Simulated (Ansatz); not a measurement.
Planning a run of Ansatz 0.2.0 on KBr (end member in the same supercell) (Fm-3m). The input:

```yaml
crystal:
  lattice:
    - [0.0, 6.374973868, 6.374973868]
    - [6.374973868, 0.0, 6.374973868]
    - [6.374973868, 6.374973868, 0.0]
  atoms:
    - { symbol: K, position: [0.0, 0.0, 0.0] }
    - { symbol: K, position: [0.0, 0.0, 0.5] }
    - { symbol: K, position: [0.0, 0.5, 0.0] }
    - { symbol: K, position: [0.0, 0.5, 0.5] }
    - { symbol: K, position: [0.5, 0.0, 0.0] }
    - { symbol: K, position: [0.5, 0.0, 0.5] }
    - { symbol: K, position: [0.5, 0.5, 0.0] }
    - { symbol: K, position: [0.5, 0.5, 0.5] }
    - { symbol: Br, position: [0.25, 0.25, 0.25] }
    - { symbol: Br, position: [0.25, 0.25, 0.75] }
    - { symbol: Br, position: [0.25, 0.75, 0.25] }
    - { symbol: Br, position: [0.25, 0.75, 0.75] }
    - { symbol: Br, position: [0.75, 0.25, 0.25] }
    - { symbol: Br, position: [0.75, 0.25, 0.75] }
    - { symbol: Br, position: [0.75, 0.75, 0.25] }
    - { symbol: Br, position: [0.75, 0.75, 0.75] }
kpoints:
  mp_grid: { grid: [2, 2, 2] }
hamiltonian:
  xc: lda
  pseudopotentials: { kind: paw, azcp: { folder: soft_1 }, xc_functional: pbe }
scf:
  occupations: { method: fixed }
gw:
  n_empty_bands: 233
  ecut_chi: 34
  qp_bands: [v4, c4]
  qp_kpoints: band_edges
  screening: { model: contour_deformation }
```

```sh
ansatz run input.yaml --threads 4 --pin off --max-ram 17510MiB --backend cpu --events-out ev --progress --plain --runs-dir out
```

**Question.** How long will it take on 4 threads of Arm Neoverse V1, shared host, and how much memory?

It took 33 s; on shared hardware allow 16 s to 65 s. Peak host memory was 1.8 GiB. The sizes that set the cost: 10081 plane waves a state, 3 irreducible k points, 297 bands summed, 259 plane waves in the screening and 7 SCF cycles.

The screening grows as filled bands × empty bands × pairs of k points, times the square of the screening basis for the matrix.

[Paths, hosts, dates, memory and timing lines, banners, echoed tables and standing remarks are left out of the program output.]

[Logs are printed without paths, hosts, clocks, repeated set-up lines and the standing remarks that a program may print on its own settings, such as how far it seeks lower states.]

[Runs of the session that timed out or met a known fault of the program may be left out.]

[Cells called generated may have been cut or substituted from an entry of the Crystallography Open Database or the Materials Project.]

[Hosts, paths, dates, database ids (printed as entryN), source tags and the programs' standing remarks are cut or masked in the printed files.]
